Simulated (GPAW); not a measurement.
# AlN (Fm-3m) in GPAW: further runs, part 2 of 2

GPAW 26.7.0. Earlier steps stand in the parts before.

## Step 4: Single point, TB-mBJ

run.py

```python
from ase import Atoms
from ase.dft.bandgap import bandgap
from ase.io import write
from gpaw import GPAW, PW

atoms = Atoms(['Al', 'N'],
              cell=[[0.0, 2.034518, 2.034518],
                    [2.034518, 0.0, 2.034518],
                    [2.034518, 2.034518, 0.0]],
              scaled_positions=[[0.5, 0.5, 0.5],
                                [0.0, 0.0, 0.0]],
              pbc=True)

calc = GPAW(mode=PW(800),
            xc='TB09',
            kpts={'size': (12, 12, 12), 'gamma': True},
            occupations={'name': 'fermi-dirac', 'width': 0.05},
            nbands=11,
            convergence={'density': 1e-05, 'energy': 1e-05},
            eigensolver='cg',
            maxiter=150,
            txt='gpaw.txt')
atoms.calc = calc
energy = atoms.get_potential_energy()
calc.write('gs.gpw')
write('result.traj', atoms)
print('Fermi level:', round(calc.get_fermi_level(), 4), 'eV')
print(f'Gap: {bandgap(calc)[0]:.4f} eV, direct: {bandgap(calc, direct=True)[0]:.4f} eV')
```

Potentials or basis: GPAW PAW data sets for LDA (gpaw-data 1.2.1), pw.

On the command line:

```
$ OMP_NUM_THREADS=1 python run.py
```

gpaw.txt:

```text
___ ___ ___ _ _ _
 |   |   |_  | | | |
 | | | | | . | | | |
 |__ |  _|___|_____|  26.7.0
 |___|_|

Input parameters:
  convergence: {density: 1e-05,
                energy: 1e-05}
  eigensolver: cg
  kpts: {gamma: True,
         size: (12, 12, 12)}
  maxiter: 150
  mode: {ecut: 800.0,
         name: pw}
  nbands: 11
  occupations: {name: fermi-dirac,
                width: 0.05}
  xc: TB09

System changes: positions, numbers, cell, pbc, initial_charges, initial_magmoms

Initialize ...

species:
  Al:
    name:    Aluminium
    Z:       13.0
    valence: 3
    core:    10
    charge:  0.0  # [|e|]
    compensation charges:
      type: gauss
      rc: 0.34  # [Å]
      lmax: 2
    cutoffs:
      filter: 1.91  # [Å]
      core: 2.36  # [Å]
    projectors
    | kind |    occ | energy [eV] | rcut [Å] |
    |------|--------|-------------|----------|
    |   3s |  2.000 |      -7.830 |    1.085 |
    |   3p |  1.000 |      -2.783 |    1.085 |
    |    s |        |      19.382 |    1.085 |
    |    p |        |      24.428 |    1.085 |
    |    d |        |       0.000 |    1.085 |

    Using partial waves for Al as LCAO basis

  N:
    name:    Nitrogen
    Z:       7.0
    valence: 5
    core:    2
    charge:  0.0  # [|e|]
    compensation charges:
      type: gauss
      rc: 0.18  # [Å]
      lmax: 2
    cutoffs:
      filter: 1.11  # [Å]
      core: 0.96  # [Å]
    projectors
    | kind |    occ | energy [eV] | rcut [Å] |
    |------|--------|-------------|----------|
    |   2s |  2.000 |     -18.420 |    0.603 |
    |   2p |  3.000 |      -7.237 |    0.529 |
    |    s |        |       8.791 |    0.603 |
    |    p |        |      19.974 |    0.529 |
    |    d |        |       0.000 |    0.577 |

    Using partial waves for N as LCAO basis

Reference energy: -8049.295751  # eV

Spin-paired calculation

Convergence criteria:
 Maximum [total energy] change in last 3 cyles: 1e-05 eV / valence electron
 Maximum integral of absolute [dens]ity change: 1e-05 electrons / valence electron
 Maximum integral of absolute [eigenst]ate change: 4e-08 eV^2 / valence electron
 Maximum number of scf [iter]ations: 150
 (Square brackets indicate name in SCF output, whereas a 'c' in
 the SCF output indicates the quantity has converged.)

Symmetries present (total): 48

  ( 1  0  0)  ( 1  0  0)  ( 1  0  0)  ( 1  0  0)  ( 1  0 -1)  ( 1  0 -1)
  ( 1  0 -1)  ( 1 -1  0)  ( 0  1  0)  ( 0  0  1)  ( 1  0  0)  ( 1 -1  0)
  ( 1 -1  0)  ( 1  0 -1)  ( 0  0  1)  ( 0  1  0)  ( 1 -1  0)  ( 1  0  0)

  ( 1  0 -1)  ( 1  0 -1)  ( 1 -1  0)  ( 1 -1  0)  ( 1 -1  0)  ( 1 -1  0)
  ( 0  1 -1)  ( 0  0 -1)  ( 1  0  0)  ( 1  0 -1)  ( 0 -1  1)  ( 0 -1  0)
  ( 0  0 -1)  ( 0  1 -1)  ( 1  0 -1)  ( 1  0  0)  ( 0 -1  0)  ( 0 -1  1)

  ( 0  1  0)  ( 0  1  0)  ( 0  1  0)  ( 0  1  0)  ( 0  1 -1)  ( 0  1 -1)
  ( 1  0  0)  ( 0  1 -1)  ( 0  0  1)  (-1  1  0)  ( 1  0 -1)  ( 0  1  0)
  ( 0  0  1)  (-1  1  0)  ( 1  0  0)  ( 0  1 -1)  ( 0  0 -1)  (-1  1  0)

  ( 0  1 -1)  ( 0  1 -1)  ( 0  0  1)  ( 0  0  1)  ( 0  0  1)  ( 0  0  1)
  ( 0  0 -1)  (-1  1  0)  ( 1  0  0)  ( 0  1  0)  ( 0 -1  1)  (-1  0  1)
  ( 1  0 -1)  ( 0  1  0)  ( 0  1  0)  ( 1  0  0)  (-1  0  1)  ( 0 -1  1)

  ( 0  0 -1)  ( 0  0 -1)  ( 0  0 -1)  ( 0  0 -1)  ( 0 -1  1)  ( 0 -1  1)
  ( 1  0 -1)  ( 0  1 -1)  ( 0 -1  0)  (-1  0  0)  ( 1 -1  0)  ( 0  0  1)
  ( 0  1 -1)  ( 1  0 -1)  (-1  0  0)  ( 0 -1  0)  ( 0 -1  0)  (-1  0  1)

  ( 0 -1  1)  ( 0 -1  1)  ( 0 -1  0)  ( 0 -1  0)  ( 0 -1  0)  ( 0 -1  0)
  ( 0 -1  0)  (-1  0  1)  ( 1 -1  0)  ( 0  0 -1)  ( 0 -1  1)  (-1  0  0)
  ( 1 -1  0)  ( 0  0  1)  ( 0 -1  1)  (-1  0  0)  ( 1 -1  0)  ( 0  0 -1)

  (-1  1  0)  (-1  1  0)  (-1  1  0)  (-1  1  0)  (-1  0  1)  (-1  0  1)
  ( 0  1  0)  ( 0  1 -1)  (-1  0  1)  (-1  0  0)  ( 0  0  1)  ( 0 -1  1)
  ( 0  1 -1)  ( 0  1  0)  (-1  0  0)  (-1  0  1)  ( 0 -1  1)  ( 0  0  1)

  (-1  0  1)  (-1  0  1)  (-1  0  0)  (-1  0  0)  (-1  0  0)  (-1  0  0)
  (-1  1  0)  (-1  0  0)  ( 0  0 -1)  ( 0 -1  0)  (-1  1  0)  (-1  0  1)
  (-1  0  0)  (-1  1  0)  ( 0 -1  0)  ( 0  0 -1)  (-1  0  1)  (-1  1  0)

1728 k-points: 12 x 12 x 12 Monkhorst-Pack grid + [1/24,1/24,1/24]
72 k-points in the irreducible part of the Brillouin zone
       k-points in crystal coordinates                weights
   0:    -0.00000000   -0.00000000   -0.00000000          1/1728
   1:     0.08333333    0.08333333   -0.00000000          6/1728
   2:     0.08333333    0.08333333    0.08333333          8/1728
   3:     0.16666667    0.08333333    0.08333333         12/1728
   4:     0.16666667    0.16666667   -0.00000000          6/1728
   5:     0.16666667    0.16666667    0.08333333         24/1728
   6:     0.16666667    0.16666667    0.16666667          8/1728
   7:     0.25000000    0.16666667    0.08333333         24/1728
   8:     0.25000000    0.16666667    0.16666667         24/1728
   9:     0.25000000    0.25000000   -0.00000000          6/1728
          ...
  71:     0.50000000    0.50000000    0.50000000          4/1728

Wave functions: Plane wave expansion
  Cutoff energy: 800.000 eV
  Number of coefficients (min, max): 846, 893
  Pulay-stress correction: 0.000000 eV/Ang^3 (de/decut=0.000000)
  Using FFTW library
  ScaLapack parameters: grid=1x1, blocksize=None
  Wavefunction extrapolation:
    Improved wavefunction reuse through dual PAW basis

Occupation numbers: Fermi-Dirac:
  width: 0.0500  # eV

Eigensolver
   CG(niter=4, rtol=3.0e-01)

Densities:
  Coarse grid: 20*20*20 grid
  Fine grid: 40*40*40 grid
  Total Charge: 0.000000

Density mixing:
  Method: separate
  Backend: msr1
  Linear mixing parameter: 0.05
  old densities: 10
  Width of damping distribution: 1.1
  Damping of long wavelength oscillations: 20

Hamiltonian:
  XC and Coulomb potentials evaluated on a 40*40*40 grid
  Using the TB09 Exchange-Correlation functional
  External potential:
    NoExternalPotential

XC parameters: TB09 with 2 nearest neighbor stencil

Number of atoms: 2
Number of atomic orbitals: 8
Number of bands in calculation: 11
Number of valence electrons: 8
Bands to converge: occupied

... initialized

Initializing position-dependent things.

Density initialized from atomic densities
Creating initial wave functions:
  8 bands from LCAO basis set
  3 bands from random numbers

              Al

       N

Atomic positions and initial magnetic moments

Positions:
   0 Al     2.034518    2.034518    2.034518    ( 0.0000,  0.0000,  0.0000)
   1 N      0.000000    0.000000    0.000000    ( 0.0000,  0.0000,  0.0000)

Unit cell:
           periodic     x           y           z      points  spacing
  1. axis:    yes    0.000000    2.034518    2.034518    20     0.1175
  2. axis:    yes    2.034518    0.000000    2.034518    20     0.1175
  3. axis:    yes    2.034518    2.034518    0.000000    20     0.1175

  Lengths:   2.877243   2.877243   2.877243
  Angles:   60.000000  60.000000  60.000000

Effective grid spacing dv^(1/3) = 0.1282

iter:   1   635.148239
iter:   2   642.335953   +1.38  -0.47
iter:   3   640.122688   +0.54  -0.89
iter:   4   642.269760   -0.33  -0.81
iter:   5   643.553497   -0.40  -0.88
iter:   6   645.957874   -0.40  -1.00
iter:   7   649.455265   -0.16  -1.29
iter:   8   648.907800   -0.69  -1.23
iter:   9   647.617013   -0.99  -1.55
iter:  10   647.609702   -2.15  -1.65
iter:  11   647.532250   -2.30  -1.73
[... 11 lines left out ...]
iter:  23   646.625394   -3.33  -2.92
iter:  24   646.650639   -3.62  -3.15
iter:  25   646.663434   -4.16  -3.23
iter:  26   646.658524   -5.07  -3.88
iter:  27   646.660665   -5.44  -3.80
iter:  28   646.665634   -5.30  -3.72
iter:  29   646.671609   -5.27  -3.73
iter:  30   646.671496   -5.96  -4.72
iter:  31   646.672322   -6.75  -4.64
iter:  32   646.671883   -6.98  -4.98
iter:  33   646.672277   -7.48c -4.91
iter:  34   646.672684   -7.25  -4.83
iter:  35   646.673211   -7.43c -4.71
iter:  36   646.673233   -7.88c -5.63c
iter:  37   646.673516   -8.21c -5.56c
iter:  38   646.673270   -8.16c -5.48c
iter:  39   646.673600   -8.14c -5.40c
iter:  40   646.673275   -8.04c -5.32c
iter:  41   646.673485   -8.08c -5.24c
iter:  42   646.673368   -8.36c -5.44c
iter:  43   646.673493   -8.80c -5.28c
iter:  44   646.673431   -9.04c -5.81c
iter:  45   646.673493c  -8.90c -5.65c

Converged after 45 iterations.

Dipole moment: (0.000000, -0.000000, -0.000000) |e|*Ang

Energy contributions relative to reference atoms: (reference = -8049.295751)

Kinetic:         -4.585316
Potential:       +8.625589
External:        +0.000000
XC:            +642.684085
Entropy (-ST):   -0.000000
Local:           -0.050864
SIC:             +0.000000
--------------------------
Free energy:   +646.673493
Extrapolated:  +646.673493

Showing only first 2 kpts
 Kpt  Band  Eigenvalues  Occupancy
  0     2      9.70498    2.00000
  0     3      9.70500    2.00000
  0     4     16.30244    0.00000
  0     5     22.92288    0.00000

  1     2      9.46368    2.00000
  1     3      9.46369    2.00000
  1     4     16.94048    0.00000
  1     5     21.86465    0.00000

Fermi level: 12.07167

Gap: 5.909 eV
Transition (v -> c):
  (s=0, k=0, n=3, [-0.00, -0.00, -0.00]) -> (s=0, k=65, n=4, [0.50, 0.50, -0.00])
Direct/indirect transitions are different
Direct gap: 6.597 eV
Transition at: (s=0, k=0, n=3, [-0.00, -0.00, -0.00])
Writing to gs.gpw (mode='')
```

Wall time 40 s (1 thread of Arm Neoverse V2, shared host); peak memory 0.2 GiB.

Results:

```
Band gap on the k mesh : 5.91 eV, indirect (least direct gap 6.60 eV)
```

Caveat: a model potential gives levels but no total energy.

## Step 5: Summary

```csv
task,level,potentials or basis,k mesh,band path,band points,gap on the mesh (eV)
band structure,r2SCAN,"GPAW PAW data sets (gpaw-data 1.2.1), pw",11 × 11 × 11,"GXWKGLUWLK,UX",80,5.39
equation of state,r2SCAN,"GPAW PAW data sets (gpaw-data 1.2.1), pw",11 × 11 × 11,-,-,-
single point,TB-mBJ,"GPAW PAW data sets for LDA (gpaw-data 1.2.1), pw",12 × 12 × 12,-,-,5.91
```

Alike in all rows: no spin polarisation; cell as given; cutoff (eV) 800; smearing fermi-dirac 0.05 eV.

Caveats: the mesh misses the band edges, which the band path finds closer together (some runs); the points scatter about the fit (some runs); a model potential gives levels but no total energy (some runs).

Total energies depend on the potentials used, so only differences within one code and one set of settings carry meaning.
